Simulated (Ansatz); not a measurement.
Pb in Ansatz: the effect of functional

Pb:

```xyz
2
Lattice="0.0000 3.3688 3.3688 3.3688 0.0000 3.3688 3.3688 3.3688 0.0000" Properties=species:S:1:pos:R:3 pbc="T T T"
Pb    1.6844    1.6844    1.6844
Pb    0.0000    0.0000    0.0000
```

This isn't the form of Pb at room conditions, which is fcc.

The cell isn't the ideal one: volume scaled by 0.94.

Alike in all runs:

* Program: Ansatz 0.2.0
* Task: single point
* Potentials or basis: Ansatz PAW
* k mesh: 7 × 7 × 7
* Occupations: fermi-dirac, width 0.05 eV
* Spin: no spin polarisation

| functional | cutoff | pressure (GPa) |
| --- | --- | --- |
| LDA | 420 eV (not typed: the program's choice for these potentials) | 1.5 |
| PBE | 420 eV (not typed: the program's choice for these potentials) | ? |
| PBEsol | 420 eV (not typed: the program's choice for these potentials) | 2.8 |
| r2SCAN | 500 eV (not typed: the program's choice for these potentials) | 3.6 |

Question: What does the run with functional PBE give?

Answer: Pressure 5.0 GPa.

Caveats: the PAW data sets come from PBE, with cores solved anew for the run's functional, which leaves a small shift of forces and pressure (some runs).
